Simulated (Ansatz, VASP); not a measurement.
**AlRu: VASP beside Ansatz**

```
CELL_PARAMETERS angstrom
2.95117 0.00000 0.00000
0.00000 2.95117 0.00000
0.00000 0.00000 2.95117
ATOMIC_POSITIONS crystal
Ru 0.50000 0.50000 0.50000
Al 0.00000 0.00000 0.00000
```

Change from the starting cell: volume scaled by 0.96.

Alike in both runs: task single point; functional PBE; k mesh 9 × 9 × 9; occupations fermi-dirac, width 0.05 eV; no spin polarisation.

|  | VASP | Ansatz |
| --- | --- | --- |
| version | VASP 6.6.1 | Ansatz 0.2.0 |
| potentials or method | VASP PAW PBE potentials, release 64 (Ru_pv, Al) | Ansatz PAW |
| plane-wave cutoff (eV) | 520 | 420 |
| valence electrons in the cell | 17 | 19 |

|  | VASP | Ansatz | Ansatz less VASP |
| --- | --- | --- | --- |
| gap on the k mesh at the Fermi level (eV) | none | none | - |
| pressure (GPa) | 12.1 | 12.1 | +0.02 |

A gap of «none» marks a metal or a gap that the smearing closes. With one functional, cell and mesh, what is left measures potentials, basis and numerics. The two sets of potentials don't hold the same shells in valence.
